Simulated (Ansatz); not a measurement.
# ZrN (Fm-3m) in Ansatz: convergence with k mesh

Aim: find how far k mesh must go before the results for ZrN settle, at PBE. This setting moves, with any that are tied to it; all else stays.

Program: Ansatz 0.2.0. These are calculated values, not measurements. Logs are shortened: lines on timing, memory, paths and dates and some standing lists are left out, and cuts for length are marked.

## 1. Starting point

The structure is cubic, space group Fm-3m (No. 225). The conventional cell has a = 4.600 Å, b = 4.600 Å, c = 4.600 Å, α = 90.00°, β = 90.00°, γ = 90.00°. Zr (site symmetry m-3m) has 6 N at 2.30 Å as nearest neighbours. N (site symmetry m-3m) is surrounded by 6 Zr at 2.30 Å.

## 2. With k mesh 3 × 3 × 3

Contents of input.yaml:

```yaml
crystal:
  lattice:
    - [0.0, 2.3, 2.3]
    - [2.3, 0.0, 2.3]
    - [2.3, 2.3, 0.0]
  atoms:
    - { symbol: Zr, position: [0.5, 0.5, 0.5] }
    - { symbol: "N", position: [0.0, 0.0, 0.0] }
hamiltonian:
  xc: pbe
  pseudopotentials: { kind: nc_fr, accuracy: standard }
magnetization:
  noncollinear: true
  spin_orbit: true
kpoints:
  mp_grid: { grid: [3, 3, 3] }
scf:
  occupations: { method: fermi_dirac, width: 0.05 }
output:
  forces: true
  stress: true
  eigenvalues: true
```

Potentials or basis: PseudoDojo standard (PBE files).

Command:

```sh
ansatz run input.yaml --threads 2 --pin off --max-ram 5632MiB --backend cpu --events-out ev --progress --plain --runs-dir out
```

It took 1.1 s on 2 threads of Intel Xeon Platinum 8375C at 2.90GHz (Ice Lake), shared host; peak memory 0.37 GiB.

Results:

| Quantity | Value |
| --- | --- |
| Free energy | -1663.0625 eV |
| Pressure | 1.5 GPa |
| Band gap on the k mesh | none (metal or under the smearing width) |

## 3. With k mesh 4 × 4 × 4

Changes to input.yaml since step 2:

```diff
@@ -15,3 +15,3 @@
 kpoints:
-  mp_grid: { grid: [3, 3, 3] }
+  mp_grid: { grid: [4, 4, 4] }
 scf:
```

Potentials or basis: PseudoDojo standard (PBE files).

Command:

```sh
ansatz run input.yaml --threads 2 --pin off --max-ram 5632MiB --backend cpu --events-out ev --progress --plain --runs-dir out
```

It took 1.7 s on 2 threads of Intel Xeon Platinum 8375C at 2.90GHz (Ice Lake), shared host; peak memory 0.39 GiB.

What came out:

```yaml
Free_energy: -1663.2194 eV
Pressure: -0.2 GPa
Band_gap_on_the_k_mesh: none (metal or under the smearing width)
```

## 4. With k mesh 5 × 5 × 5

Changes to input.yaml since step 3:

```diff
@@ -15,3 +15,3 @@
 kpoints:
-  mp_grid: { grid: [4, 4, 4] }
+  mp_grid: { grid: [5, 5, 5] }
 scf:
```

Command:

```sh
ansatz run input.yaml --threads 2 --pin off --max-ram 5632MiB --backend cpu --events-out ev --progress --plain --runs-dir out
```

Wall time 1.4 s (2 threads of Intel Xeon Platinum 8375C at 2.90GHz (Ice Lake), shared host); peak memory 0.4 GiB.

Results:

```
Free energy            : -1663.2476 eV
Pressure               : -0.6 GPa
Band gap on the k mesh : none (metal or under the smearing width)
```

## 5. With k mesh 6 × 6 × 6

Changes to input.yaml since step 4:

```diff
@@ -15,3 +15,3 @@
 kpoints:
-  mp_grid: { grid: [5, 5, 5] }
+  mp_grid: { grid: [6, 6, 6] }
 scf:
```

Command:

```sh
ansatz run input.yaml --threads 2 --pin off --max-ram 5632MiB --backend cpu --events-out ev --progress --plain --runs-dir out
```

Run time: 2.9 s. Hardware: 2 threads of Intel Xeon Platinum 8375C at 2.90GHz (Ice Lake), shared host; peak memory 0.43 GiB.

What came out:

* Free energy: -1663.2646 eV
* Pressure: -0.7 GPa
* Band gap on the k mesh: none (metal or under the smearing width)

## 6. With k mesh 7 × 7 × 7

Changes to input.yaml since step 5:

```diff
@@ -15,3 +15,3 @@
 kpoints:
-  mp_grid: { grid: [6, 6, 6] }
+  mp_grid: { grid: [7, 7, 7] }
 scf:
```

Potentials or basis: PseudoDojo standard (PBE files).

Command:

```sh
ansatz run input.yaml --threads 2 --pin off --max-ram 5632MiB --backend cpu --events-out ev --progress --plain --runs-dir out
```

Wall time 3.2 s (2 threads of Intel Xeon Platinum 8375C at 2.90GHz (Ice Lake), shared host); peak memory 0.44 GiB.

It converged, with:

- Free energy: -1663.2189 eV
- Pressure: -0.3 GPa
- Band gap on the k mesh: none (metal or under the smearing width)

## 7. With k mesh 9 × 9 × 9

Changes to input.yaml since step 6:

```diff
@@ -15,3 +15,3 @@
 kpoints:
-  mp_grid: { grid: [7, 7, 7] }
+  mp_grid: { grid: [9, 9, 9] }
 scf:
```

Command:

```sh
ansatz run input.yaml --threads 2 --pin off --max-ram 5632MiB --backend cpu --events-out ev --progress --plain --runs-dir out
```

Wall time 6.6 s (2 threads of Intel Xeon Platinum 8375C at 2.90GHz (Ice Lake), shared host); peak memory 0.48 GiB.

The run converged. Its results:

```
Free energy            : -1663.2402 eV
Pressure               : -0.5 GPa
Band gap on the k mesh : none (metal or under the smearing width)
```

## 8. With k mesh 11 × 11 × 11

Changes to input.yaml since step 7:

```diff
@@ -15,3 +15,3 @@
 kpoints:
-  mp_grid: { grid: [9, 9, 9] }
+  mp_grid: { grid: [11, 11, 11] }
 scf:
```

Command:

```sh
ansatz run input.yaml --threads 2 --pin off --max-ram 5632MiB --backend cpu --events-out ev --progress --plain --runs-dir out
```

Run time: 8.8 s. Hardware: 2 threads of Intel Xeon Platinum 8375C at 2.90GHz (Ice Lake), shared host; peak memory 0.53 GiB.

The run converged. Its results:

```yaml
Free_energy: -1663.2293 eV
Pressure: -0.4 GPa
Band_gap_on_the_k_mesh: none (metal or under the smearing width)
```

## 9. With k mesh 14 × 14 × 14

Changes to input.yaml since step 8:

```diff
@@ -15,3 +15,3 @@
 kpoints:
-  mp_grid: { grid: [11, 11, 11] }
+  mp_grid: { grid: [14, 14, 14] }
 scf:
```

Potentials or basis: PseudoDojo standard (PBE files).

Command:

```sh
ansatz run input.yaml --threads 2 --pin off --max-ram 5632MiB --backend cpu --events-out ev --progress --plain --runs-dir out
```

Wall time 16 s (2 threads of Intel Xeon Platinum 8375C at 2.90GHz (Ice Lake), shared host); peak memory 0.65 GiB.

It converged, with:

| Item | Value |
| --- | --- |
| Free energy | -1663.2317 eV |
| Pressure | -0.5 GPa |
| Band gap on the k mesh | none (metal or under the smearing width) |

## 10. With k mesh 16 × 16 × 16

Changes to input.yaml since step 9:

```diff
@@ -15,3 +15,3 @@
 kpoints:
-  mp_grid: { grid: [14, 14, 14] }
+  mp_grid: { grid: [16, 16, 16] }
 scf:
```

Potentials or basis: PseudoDojo standard (PBE files).

Command:

```sh
ansatz run input.yaml --threads 2 --pin off --max-ram 5632MiB --backend cpu --events-out ev --progress --plain --runs-dir out
```

Log:

```text
Warning: RAYON_NUM_THREADS=2 ignored (pool sized by the plan → 2); use --threads N
Engine: ansatz 0.2.0, x86_64-unknown-linux-gnu
Pseudopotentials: kind: nc_fr
Pseudopotential: Zr, nc_fr, valence charge 12, recommended cutoff 897.975746 eV (normal), Zr.nc_fr.azcp (PseudoDojo's, or run here from an input of PseudoDojo's; its table is named by hamiltonian.pseudopotentials.accuracy)
Pseudopotential: N, nc_fr, valence charge 5, recommended cutoff 1142.878222 eV (normal), N.nc_fr.azcp (PseudoDojo's, or run here from an input of PseudoDojo's; its table is named by hamiltonian.pseudopotentials.accuracy)
Functional definition: PBE
  parameter kappa = 0.804
  parameter beta = 0.06672455060314922
  exchange = pbe_x(kappa = kappa, mu = beta*pi^2/3)
  correlation = pbe_c(beta = beta)
non-collinear run that drives no moment, with spin-orbit: no starting moment large enough to seed its density (crystal.atoms[].spin), no starting occupations that ask for one, no magnetisation constraint and no magnetic field, so the semilocal B_xc is pinned to zero
Crystal: 2 atoms, lattice volume = 24.334 Å³
Basis set: ecut = 1142.878222 eV, 2109 PW (Γ), exchange–correlation on 72×72×72 points (8 copies of the dense FFT grid, shifted against one another)
Bands: 26, of which v1, the nominal top of the filled ones, is band 17 counted from 1 (16 counted from 0)
Symmetry: 48 space group operations + 48 with time reversal
Magnetic group: BNS 225.117 (UNI 1619), of the structure as read, at distance tolerance 2.9e-5 Å
k-points: 145 of 4096
Projection manifold: j_resolved (fully-relativistic pseudo-atomic orbitals)
Non-local potential: Zr, projectors of the file, l = 0: 2, l = 1: 4, l = 2: 4
Non-local potential: N, projectors of the file, l = 0: 2, l = 1: 4
Initial density: superposition of atomic densities (chi_scale 0.1, normalization cell, long waves kept (reshape's long-wave potential 0.00 eV rms))
Initial wavefunctions: pseudopotential atomic-orbital guess
Functional: x = pbe(κ = 0.804, μ = 0.2195149727645171), c = pbe(β = 0.06672455060314922)
SCF iter   1: F=—  HF=-1663.343447 eV  |F-HF|=—  |Δ(HF+E_count)|=         —  Δρ=4.28e-2  dr2=5.88e-1  dr2_m=0.00e0 (ungated)  ethr=3.10e-3  |M|=0.00e0 ∫|m|=0.00e0 μB  |m|>n=0.0e0 m-floor=0.0e0 τ_xc=0.0e0  β_m=0.30  ⟨swp⟩=7.9  Hψ=10911  notcnv=0
[... 9 lines left out ...]
Magnetization: |M| = 0.0000 μB,  M = (+0.0000, +0.0000, +0.0000) μB
Absolute magnetization: 0.0000 μB (∫|m|)
  site 0: m = (+0.0000, +0.0000, +0.0000) μB, |m| = 0.0000 μB  (R = 0.95 Å)
  site 1: m = (+0.0000, +0.0000, +0.0000) μB, |m| = 0.0000 μB  (R = 0.95 Å)
Free energy (F): -1663.235257 eV
Harris-Foulkes:  -1663.235257 eV  (|F-HF|=1.41e-9)
Internal energy: -1663.229549 eV  (E = F + TS)
E sigma→0 (E₀):  -1663.232403 eV
Entropy (-TS):   -0.005708 eV (-2.854 meV/atom)
Fermi energy:    17.621943 eV
--- Per-component energies (eV) ---
  E_band       = -27.212062
  E_kinetic    = 585.001663
  E_local      = -773.493394  (includes V_loc(G=0)·N_el)
  E_nonlocal   = 119.051531
  E_hartree    = 181.412331
  E_xc         = -357.760625
  E_vxc        = -320.596656  (∫ρ·V_xc dr)
  E_ewald      = -1417.441055
  E_smearing   = -0.005708  (= −TS)
  E_closure    = -0.000000  (closes the sum)
  Σ components = -1663.235257   (vs F -1663.235257, Δ=0.00e0)
--- Forces (eV/Å), atoms counted from 1 ---
  atom   1  Zr     0.00000000    -0.00000000     0.00000000
  atom   2  N     -0.00000000     0.00000000    -0.00000000
  max |Σ_I F_I| component: 1.79e-29 eV/Å
--- Stress (GPa, compression-positive) ---
       -0.509434       0.000000       0.000000
        0.000000      -0.509434       0.000000
       -0.000000       0.000000      -0.509434
  P = ⅓ Tr σ = -0.5094 GPa (-5.094 kbar)
--- Band table (eV; the first three rows and the last of 145) ---
  k-point 0: bands = ["-31.9914", "-31.9914", "-10.8589", "-10.8589", "-9.0625", "-9.0625", "-9.0625", "-9.0625", "1.3884", "1.3884", "14.9308", "14.9308", "14.9963", "14.9963", "14.9963", "14.9963", "17.1973", "17.1973", "17.1973", "17.1973", "17.2719", "17.2719", "19.1896", "19.1896", "19.1896", "19.1896"]
  k-point 1: bands = ["-31.9863", "-31.9863", "-10.8747", "-10.8747", "-9.0979", "-9.0979", "-9.0661", "-9.0661", "1.4669", "1.4669", "14.6225", "14.6225", "14.7308", "14.7308", "14.7588", "14.7588", "17.3168", "17.3168", "17.3220", "17.3220", "17.3921", "17.3921", "19.4798", "19.4798", "19.4809", "19.4809"]
  k-point 2: bands = ["-31.9719", "-31.9719", "-10.9214", "-10.9214", "-9.1942", "-9.1942", "-9.0766", "-9.0766", "1.6900", "1.6900", "13.8445", "13.8445", "14.2026", "14.2026", "14.2225", "14.2225", "17.5656", "17.5656", "17.6385", "17.6385", "17.6831", "17.6831", "20.2212", "20.2212", "20.2255", "20.2255"]
  k-point 144: bands = ["-31.8121", "-31.8121", "-11.3478", "-11.3478", "-9.7254", "-9.7254", "-9.5669", "-9.5669", "2.5121", "2.5121", "12.2186", "12.2186", "12.8012", "12.8012", "12.9535", "12.9535", "18.6087", "18.6087", "18.6466", "18.6466", "22.0349", "22.0349", "22.2044", "22.2044", "23.4613", "23.4613"]
```

Wall time 18 s (2 threads of Intel Xeon Platinum 8375C at 2.90GHz (Ice Lake), shared host); peak memory 0.76 GiB.

Results:

```
Free energy            : -1663.2353 eV
Pressure               : -0.5 GPa
Band gap on the k mesh : none (metal or under the smearing width)
```

## 11. Summary

```tsv
k mesh	energy less the tightest run, at zero smearing (meV/atom)	pressure (GPa)	SCF cycles	CPU time (s)	peak memory (GiB)
3 × 3 × 3	92.29	1.54	7	1.9	0.37
4 × 4 × 4	10.07	-0.24	7	3	0.39
5 × 5 × 5	-4.18	-0.59	7	2.6	0.4
6 × 6 × 6	-15.18	-0.71	7	5.2	0.43
7 × 7 × 7	8.25	-0.30	7	5.9	0.44
9 × 9 × 9	-1.78	-0.51	7	12	0.48
11 × 11 × 11	3.30	-0.45	6	17	0.53
14 × 14 × 14	2.15	-0.47	7	30	0.65
16 × 16 × 16	0.00	-0.51	7	34	0.76
```

Against the tightest run, the pressure stays within 0.1 GPa from 9 × 9 × 9 on. Not settled before the last step: the energy (to 1 meV/atom). Meshes of other sizes hit other points, so gaps and Fermi surfaces needn't settle smoothly. The tightest run that finished is the yardstick and may itself not be fully converged.
